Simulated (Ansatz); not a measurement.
# ZnSe: stress in a strained cell

ZnSe is deformed so: zz strain of +2 %. What stress and forces result, by LAPW, PAW and all-electron datasets made for the crystal?

Computed with Ansatz 0.2.0 (DFT LDA, scalar-relativistic, unless a step's input says otherwise).

2 further runs of the same task are left out: 2 set aside as unsound or not needed.

## (1) Starting point

Symmetry: F-43m, No. 216, cubic system. Conventional cell: a = 5.668 Å, b = 5.668 Å, c = 5.668 Å, α = 90.00°, β = 90.00°, γ = 90.00°. Zn (site symmetry -43m) is surrounded by 4 Se at 2.45 Å. Around Se (site symmetry -43m) lie 4 Zn at 2.45 Å.

Structure file:

```cif
data_structure
_symmetry_space_group_name_H-M 'F-43m'
_symmetry_Int_Tables_number 216
_cell_length_a 5.6676
_cell_length_b 5.6676
_cell_length_c 5.6676
_cell_angle_alpha 90.000
_cell_angle_beta 90.000
_cell_angle_gamma 90.000
_cell_volume 182.05
loop_
_atom_site_label
_atom_site_type_symbol
_atom_site_symmetry_multiplicity
_atom_site_Wyckoff_symbol
_atom_site_fract_x
_atom_site_fract_y
_atom_site_fract_z
_atom_site_occupancy
Zn1 Zn 4 a 0.00000 0.00000 0.00000 1
Se1 Se 4 c 0.25000 0.25000 0.25000 1
```

The file gives the conventional cell by its symmetry; the runs use the cell typed in the input.

Atoms are numbered in the order of the input: Zn1, Se2.

## (2) The deformed structure

Space group F-43m before, I-4m2 after.

## (3) Full-potential LAPW

input.yaml

```yaml
crystal:
  lattice:
    - [0.0, 2.8338, 2.890476]
    - [2.8338, 0.0, 2.890476]
    - [2.8338, 2.8338, 0.0]
  atoms:
    - { symbol: Zn, position: [0.0, 0.0, 0.0] }
    - { symbol: Se, position: [0.75, 0.75, 0.75] }
kpoints:
  mp_grid: { grid: [8, 8, 8] }
  band_path:
    path:
      - [0.0, 0.0, 0.0]
      - [0.5, 0.0, 0.5]
      - [0.75, 0.25, 0.5]
      - [0.5, 0.5, 0.5]
      - [0.0, 0.0, 0.0]
      - [0.5, 0.5, 0.0]
      - [0.6298539023, 0.6298539023, 0.2597078047]
      - [0.3701460977, 0.3701460977, 0.7402921953]
      - [0.0, 0.0, 0.0]
    npoints: 5
scf:
  occupations: { method: fermi_dirac, width: 0.03 }
hamiltonian:
  xc: lda
  pseudopotentials: { kind: all_electron, lapw: { basis_error: 0.001 } }
output:
  forces: true
  stress: true
  eigenvalues: true
```

Launch:

```sh
$ ansatz run input.yaml --threads 1 --pin off --max-ram 3072MiB --backend cpu --events-out ev --progress --plain --runs-dir out
```

## (4) PAW with frozen cores

input.yaml

```yaml
crystal:
  lattice:
    - [0.0, 2.8338, 2.890476]
    - [2.8338, 0.0, 2.890476]
    - [2.8338, 2.8338, 0.0]
  atoms:
    - { symbol: Zn, position: [0.0, 0.0, 0.0] }
    - { symbol: Se, position: [0.75, 0.75, 0.75] }
kpoints:
  mp_grid: { grid: [8, 8, 8] }
scf:
  occupations: { method: fermi_dirac, width: 0.03 }
hamiltonian:
  xc: lda
  pseudopotentials: { kind: paw }
output:
  forces: true
  stress: true
  eigenvalues: true
  efg: { contact_densities: true }
```

## (5) Datasets made for this crystal

input.yaml, as its differences from that of step 4:

```diff
@@ -14,3 +14,3 @@
   xc: lda
-  pseudopotentials: { kind: paw }
+  pseudopotentials: { kind: all_electron, datasets: crystal }
 output:
```

(Steps that only read results are left out.)

What does the calculation give? Wanted: pressure; largest shear or deviatoric stress.

As calculated:

```
                                 quantity                                              value
                                 pressure  LAPW -4.43, PAW -4.45, crystal datasets -4.44 GPa
largest shear or deviatoric stress (LAPW)                                           0.55 GPa
```

Against the undeformed cell the largest change of stress is -1.61 GPa, in the zz component, with the atoms carried along and not relaxed. PAW: stress within 0.02 GPa of LAPW. Crystal datasets: stress within 0.01 GPa of LAPW.
